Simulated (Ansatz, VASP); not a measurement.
# Sb: VASP beside Ansatz

```xyz
1
Lattice="-1.5949 1.5513 2.7277 1.5472 -1.5649 2.7079 1.6154 1.5855 -2.7356" Properties=species:S:1:pos:R:3 pbc="T T T"
Sb    0.0000    0.0000    0.0000
```

This isn't the form of Sb at room conditions, which is rhombohedral.

Alike in both runs: functional r2SCAN; k mesh 6 × 6 × 7; occupations fermi-dirac, width 0.05 eV; no spin polarisation.

```csv
,VASP,Ansatz
version,VASP 6.6.1,Ansatz 0.2.0
potentials or method,"VASP PAW PBE potentials, release 64 (Sb)",Ansatz PAW
plane-wave cutoff (eV),520,500
valence electrons in the cell,5,15
task,single point,band structure
```

|  | VASP | Ansatz | Ansatz less VASP |
| --- | --- | --- | --- |
| gap on the k mesh at the Fermi level (eV) | none | none | - |
| pressure (GPa) | 1.0 | 1.1 | +0.08 |
| largest component of the traceless stress (GPa) | 2.36 | 2.36 | 0.000 |

A gap of «none» marks a metal or a gap that the smearing closes. With one functional, cell and mesh, what is left measures potentials, basis and numerics. The two sets of potentials don't hold the same shells in valence.

Caveats: the k mesh is coarse (spacing up to 0.40 Å⁻¹), so the values aren't converged; the PAW data sets were made with another functional, which shifts forces and pressure a little (VASP); spin-orbit coupling is left out, which moves the levels of the heavy elements (Ansatz); the PAW data sets come from PBE, with cores solved anew for the run's functional, which leaves a small shift of forces and pressure (Ansatz). Spin-orbit coupling is left out, which matters for the levels of Sb.
